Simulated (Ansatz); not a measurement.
## Be (beta tin type) under strong compression

```yaml
crystal:
  lattice:
    - [-2.10910, 2.10910, 1.05591]
    - [2.10910, -2.10910, 1.05591]
    - [2.10910, 2.10910, -1.05591]
  atoms:
    - { symbol: Be, position: [0.62500, 0.87500, 0.75000] }
    - { symbol: Be, position: [0.37500, 0.12500, 0.25000] }
```

The cell comes from a relaxation on PAW files under the same functional, begun from a prototype that needn't be the stable phase.

Its volume is scaled, and at each volume shape and atoms are relaxed on PAW files; all methods then take that cell.

All numbers are PBE results (scalar-relativistic) from Ansatz 0.2.0, with a Γ-centred 20×20×20 k mesh, Fermi–Dirac smearing of 0.08 eV, no spin polarisation. Methods: LAPW: all electrons, basis error target 1 meV/atom; PAW: frozen-core files, cutoff 420 eV; crystal datasets: all electrons, by PAW datasets that the program makes for each cell; norm-conserving: pseudopotentials, cutoff 1800 eV; PAW (cutoff 800 eV): frozen-core files, cutoff 800 eV.

Energies are extrapolated to zero smearing and count from the unscaled cell; pressure is positive in compression; gaps take the mesh and a band path. No temperature or zero-point motion is included.

The structure type is held throughout; the real material can change phase at far lower pressure.

| V/V0 | V (Å³/atom) | P LAPW (GPa) | ΔE LAPW (eV/atom) | P PAW − LAPW (GPa) | ΔE PAW − LAPW (meV/atom) | space group | shortest distance (Å) |
| --- | --- | --- | --- | --- | --- | --- | --- |
| 1.00 | 9.39 | 0.01 | 0.000 | 0.00 | 0.0 | I4_1/amd | 2.112 |
| 0.90 | 8.45 | 10.45 | 0.028 | 0.02 | 0.2 | I4_1/amd | 2.060 |
| 0.80 | 7.52 | 26.8 | 0.133 | 0.05 | 0.5 | I4_1/amd | 2.001 |
| 0.70 | 6.58 | 53.1 | 0.361 | 0.10 | 1.1 | I4_1/amd | 1.905 |
| 0.60 | 5.64 | ? | ? | ? | ? | ? | ? |
| 0.50 | 4.70 | 175.0 | 1.560 | 0.38 | 3.8 | I4_1/amd | 1.685 |
| 0.40 | 3.76 | 338.4 | 3.004 | 0.43 | 6.5 | I4_1/amd | 1.562 |

(1) Fit the Vinet equation to the LAPW pressures shown (residuals weighted by 1/(|P| + 0.03·Pmax)), and predict the pressure of the withheld row.

(2) From the table, what is the rise of the enthalpy H = E + pV up to the last row, and how stiff is the crystal between the last two rows?

(3) At the smallest volume, how far do crystal datasets and norm-conserving and PAW (cutoff 800 eV) lie from LAPW in pressure?

Results:

(1) The fit gives V0 = 9.40 Å³/atom, B0 = 79.7 GPa and B0′ = 3.66. At 5.64 Å³/atom, x = (V/V0)^(1/3) = 0.8432, and P = 3·B0·(1 − x)/x²·exp[1.5·(B0′ − 1)·(1 − x)] = 98.7 GPa. The run itself gave 96.9 GPa (+1.9 % off) and ΔE = 0.790 eV/atom.

(2) ΔH = 3.004 eV + (338.4 GPa × 3.76 Å³ − 0.01 GPa × 9.39 Å³) × 0.006242 eV/(GPa·Å³) = 10.94 eV/atom, of which pV makes 73 %. The mean bulk modulus there is −ΔP/Δln V = 732 GPa.

(3) crystal datasets: -0.02 GPa; norm-conserving: +4.03 GPa; PAW (cutoff 800 eV): +0.40 GPa, on a LAPW pressure of 338.4 GPa.
